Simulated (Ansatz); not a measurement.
# K7I8: the cost of one run

Computed with Ansatz 0.2.0 (DFT PBE, scalar-relativistic, plane waves, PAW, unless a step's input says otherwise).

3 further runs of the same task are left out: 3 set aside as unsound or not needed.

### 1 The system as given

It takes space group C2/m (No. 12, monoclinic). Conventional cell: a = 17.213 Å, b = 9.943 Å, c = 12.223 Å, α = 90.00°, β = 134.76°, γ = 90.00°. K (site symmetry -1) is surrounded by 6 I at 3.60 Å. K (site symmetry 2/m) has 6 I at 3.60 Å as nearest neighbours. K (site symmetry m) is surrounded by 6 I at 3.60 Å. Around K (site symmetry 2) lie 6 I at 3.60 Å. I (site symmetry m) has 5 K at 3.60 Å as nearest neighbours. Around I (site symmetry 1) lie 5 K at 3.60 Å. Around I (site symmetry m) lie 6 K at 3.60 Å.

The input asks for a charge of -1 e on the cell.

Structure file:

```cif
data_structure
_symmetry_space_group_name_H-M 'P 1'
_symmetry_Int_Tables_number 1
_cell_length_a 9.9393
_cell_length_b 9.9393
_cell_length_c 10.0022
_cell_angle_alpha 104.394
_cell_angle_beta 104.394
_cell_angle_gamma 119.978
_cell_volume 742.72
loop_
_atom_site_label
_atom_site_type_symbol
_atom_site_fract_x
_atom_site_fract_y
_atom_site_fract_z
_atom_site_occupancy
K1 K 0.50000 0.00000 0.50000 1
K2 K 0.00000 0.50000 0.50000 1
K3 K 0.50000 0.50000 0.50000 1
K4 K 0.75000 0.75000 0.00000 1
K5 K 0.25000 0.75000 0.00000 1
K6 K 0.75000 0.25000 0.00000 1
K7 K 0.25000 0.25000 0.00000 1
I1 I 0.29161 0.95839 0.75000 1
I2 I 0.79161 0.95839 0.75000 1
I3 I 0.29161 0.45839 0.75000 1
I4 I 0.79161 0.45839 0.75000 1
I5 I 0.70839 0.04161 0.25000 1
I6 I 0.20839 0.04161 0.25000 1
I7 I 0.70839 0.54161 0.25000 1
I8 I 0.20839 0.54161 0.25000 1
```

It goes back to an entry of the Materials Project, which need not be the stable form.

It is built from the cell relaxed beforehand with the same method (46.42 Å³/atom).

### 2 Setting up the jump

The supercell lacks one K atom, at fractional position (0.000, 0.000, 0.500), and holds 15 atoms and a charge of -1 e on a uniform background. Atom 4 (K), 4.34 Å away, is to jump into the empty site. The cell is fixed.

### 3 Relaxing around the vacancy

Input file input.yaml:

```yaml
crystal:
  lattice:
    - [-4.9712907652, -8.6067272299, 0.0]
    - [-4.9712907652, 8.6067272299, 0.0]
    - [4.9712907652, 0.0, -8.6793134975]
  atoms:
    - { symbol: K, position: [0.5, 0.0, 0.5] }
    - { symbol: K, position: [0.0, 0.5, 0.5] }
    - { symbol: K, position: [0.5, 0.5, 0.5] }
    - { symbol: K, position: [0.75, 0.75, 0.0] }
    - { symbol: K, position: [0.25, 0.75, 0.0] }
    - { symbol: K, position: [0.75, 0.25, 0.0] }
    - { symbol: K, position: [0.25, 0.25, 0.0] }
    - { symbol: I, position: [0.2916098824, 0.9583901176, 0.75] }
    - { symbol: I, position: [0.7916098824, 0.9583901176, 0.75] }
    - { symbol: I, position: [0.2916098824, 0.4583901176, 0.75] }
    - { symbol: I, position: [0.7916098824, 0.4583901176, 0.75] }
    - { symbol: I, position: [0.7083901176, 0.0416098824, 0.25] }
    - { symbol: I, position: [0.2083901176, 0.0416098824, 0.25] }
    - { symbol: I, position: [0.7083901176, 0.5416098824, 0.25] }
    - { symbol: I, position: [0.2083901176, 0.5416098824, 0.25] }
total_charge: -1
basis:
  ecutwfc: 420
kpoints:
  mp_grid: { grid: [4, 4, 4] }
hamiltonian:
  xc: pbe
scf:
  occupations: { method: gaussian, width: 0.05 }
output:
  forces: true
  stress: true
  eigenvalues: true
  write_density: true
  write_potential: true
  elf: true
  volumetric_format: npy
relax:
  adjacent_minimum: "off"
  f_tol: 0.02
  max_steps: 50
```

On the command line:

```
ansatz run input.yaml --threads 4 --pin off --max-ram 9216MiB --backend cpu --events-out ev --progress --plain --runs-dir out
```

**Question.** How long does this run take on 4 threads of Intel Xeon Platinum 8488C (Sapphire Rapids), shared host, and how much memory does it need?

About 2.1 min, with a peak of 3 GiB.
